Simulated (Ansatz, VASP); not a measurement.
**CdTe in VASP and in Ansatz**

```
Cd Te
1.0
     0.00000    3.20500    3.20500
     3.20500    0.00000    3.20500
     3.20500    3.20500    0.00000
Cd Te
1 1
Cartesian
  0.0000 0.0000 0.0000
  1.6025 1.6025 1.6025
```

Alike in both runs: task single point; functional PBE; k mesh 10 × 10 × 10; occupations fermi-dirac, width 0.05 eV; no spin polarisation.

|  | VASP | Ansatz |
| --- | --- | --- |
| version | VASP 6.6.1 | Ansatz 0.2.0 |
| potentials or method | VASP PAW PBE potentials, release 64 (Cd, Te), cutoff 520 eV | all-electron LAPW, scalar-relativistic |

Ansatz gave:

* pressure (GPa): 4.3

Estimate VASP's values.

pressure (GPa): 4.4.

Ansatz ran all-electron here, so the differences hold the error of VASP's frozen core and of both bases.
